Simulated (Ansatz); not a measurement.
# A vibration from a frozen displacement in LiF

Level of theory: Ansatz 0.2.0, DFT LDA, scalar-relativistic, plane waves, PAW. Cutoff 420 eV, Γ-centred 9×9×6 k-points, Gaussian smearing of 0.05 eV. No spin polarisation. Energies are free energies at this smearing, counted from the undisturbed cell; pressure is positive in compression.

The undisturbed cell (as given, not relaxed at this level; it stands at -3.0 GPa; this wurtzite form isn't the usual structure):

```xyz
4
Lattice="3.0609 0.0000 0.0000 -1.5305 2.6509 0.0000 0.0000 0.0000 4.8073" Properties=species:S:1:pos:R:3 pbc="T T T"
Li    0.0000    1.7672    1.8323
Li    1.5305    0.8836    4.2360
F     0.0000    1.7672    4.7777
F     1.5305    0.8836    2.3741
```

Every Li atom is moved by x along the Cartesian unit vector (0.707, -0.707, 0.000); the cell and all other atoms stay fixed. The cell's volume is 39.01 Å³; the moved atoms weigh 13.880 u together and the others 37.997 u. Some rows repeat others by symmetry and weren't run.

```
  x (Å)  ΔE (meV/cell) total force on the moved atoms along the move (eV/Å) pressure (GPa)
-0.3000         391.52                                                2.9192          1.5744
-0.2625         291.48                                                2.4257          0.4671
-0.2250         208.93                                                1.9851         -0.4700
-0.1875         142.04                                                1.5888         -1.2472
-0.1500          89.32                                                1.2285         -1.8728
-0.1125          49.55                                                0.8967         -2.3529
-0.0750          21.80                                                0.5861         -2.6923
-0.0375           5.42                                                0.2896         -2.8946
 0.0000           0.00                                                0.0000         -2.9617
 0.0375           5.42                                               -0.2896         -2.8946
 0.0750          21.80                                               -0.5861         -2.6923
 0.1125          49.55                                               -0.8967         -2.3529
 0.1500          89.32                                               -1.2285         -1.8728
 0.1875         142.04                                               -1.5888         -1.2472
 0.2250         208.93                                               -1.9851         -0.4700
 0.2625         291.48                                               -2.4257          0.4671
 0.3000         391.52                                               -2.9192          1.5744
```

Task: What frequency belongs to this motion?

Result: The force constant is k = −dF/dx = 7.722 eV/Å², from the parabola through x = -0.0375, 0 and 0.0375. In every cell the moved atoms swing against the rest, so the mass is μ = m₁m₂/(m₁ + m₂) = 10.166 u, and ν̃ = 521.5 cm⁻¹ × √(|k|/μ) = 454 cm⁻¹, at this cell's pressure of -3.0 GPa. To first order in x, and within 1 %, the force on every atom lies along the move and, within each of the two groups, in proportion to the atom's mass, so this is itself a mode at the zone centre of this cell, taken without macroscopic field (the transverse frequency in a polar insulator).

Task: How far does the harmonic law reach?

Result: At x = -0.300 Å, kx²/2 = 347.47 meV against the computed 391.52 meV (+12.7 %): the well stiffens in this direction at large amplitude.

Task: The pressure changes with x². What does that say about the frequency under compression?

Result: With E = k(V)x²/2, k ∝ V^(−2γ) and x scaling with the cell as V^(1/3), P − P0 = −∂E/∂V = (2γ − 2/3) ΔE/V. At x = 0.0750 Å, V(P − P0) = 39.01 × 0.26944 / 160.2 eV = 65.60 meV and ΔE = 21.80 meV, so γ = 1/3 + V(P − P0)/(2ΔE) = 1.84. This is the Grüneisen parameter of the motion under uniform scaling of the cell: shrinking the cell evenly by 1 % in volume raises the frequency by about 1.84 %.